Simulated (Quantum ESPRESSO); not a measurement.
Runs of Quantum ESPRESSO 7.5 on BN. The structure is trigonal, space group R3m (No. 160). The conventional cell has a = 2.502 Å, b = 2.502 Å, c = 10.119 Å, α = 90.00°, β = 90.00°, γ = 120.00°. N (site symmetry 3m) is surrounded by 3 B at 1.44 Å. B (site symmetry 3m) is surrounded by 3 N at 1.44 Å. The cell is a database's computed one.

```csv
level,potentials or basis,k mesh,form of the LDA correlation,mesh quality,pressure (GPa)
LDA,GBRV 1.5 LDA,"10 × 10 × 10, shifted",PZ81,not flagged,-3.4
AM05,GBRV 1.5 PBE,"8 × 8 × 8, shifted",-,not flagged,1.4
BLYP,GBRV 1.5 PBE,"8 × 8 × 8, shifted",-,not flagged,7.1
WC,GBRV 1.5 PBE,"8 × 8 × 8, shifted",-,not flagged,0.8
LDA,GBRV 1.5 LDA,"8 × 8 × 8, shifted",PZ81,not flagged,-3.4
LDA,GBRV 1.5 LDA,"4 × 4 × 4, shifted",PZ81,coarse,(a)
LDA,GBRV 1.5 LDA,"6 × 6 × 6, shifted",PZ81,not flagged,-3.4
```

Alike in all rows: task dielectric tensor; no spin polarisation; cell as given; cutoff (eV) 612; smearing fermi-dirac 0.05 eV.

Problem. Fill in the values left out.

Solution. (a) -3.6.

Caveats: some runs use coarse meshes; the cell is more than 3 GPa from zero pressure, which shifts response properties (some runs); the potentials were made for another functional, which shifts forces and pressure (some runs).
